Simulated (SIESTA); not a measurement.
The system is PtSe2 (Sudovikovite).

```
CELL_PARAMETERS angstrom
3.72400 0.00000 0.00000
-1.86200 3.22508 0.00000
0.00000 0.00000 5.06200
ATOMIC_POSITIONS crystal
Pt 0.00000 0.00000 0.00000
Se 0.66667 0.33333 0.75000
Se 0.33333 0.66667 0.25000
```

Base run:

* Program: SIESTA 5.4.2
* Functional: PBE
* Potentials or basis: PseudoDojo 0.4 standard (PBE files)
* Basis: DZP (energy shift 0.002 Ry)
* Grid cutoff: 800 Ry
* Energy shift: 0.002 Ry
* k mesh: 8 × 8 × 5
* Occupations: fermi-dirac, width 0.05 eV
* Spin: no spin polarisation

Its results: band gap on the k mesh none (metal or under the smearing width); pressure 14.7 GPa; largest force 1.518 eV/Å.

**Question.** The run is repeated on the same cell with these changes: functional from PBE to BLYP. What comes out?

**Answer.** Band gap on the k mesh none (metal or under the smearing width); pressure 21.5 GPa; largest force 1.861 eV/Å.

BLYP binds less tightly than PBE, so the same cell stands under more pressure.

Caveats: semicore shells carry a single zeta, which can move pressures by several GPa and volumes by a few percent; the basis of atomic orbitals isn't converged, which shifts pressures, moduli and gaps; forces of over 1 eV/Å show positions far from the minimum, so gaps and moduli don't describe the material at rest (some runs); so large a pressure means that the cell lies far from this level's equilibrium, or that cutoff or potentials fall short (some runs); the potentials were made for another functional, which shifts forces and pressure (some runs); spin-orbit coupling is left out, which moves the levels of the heavy elements (some runs).
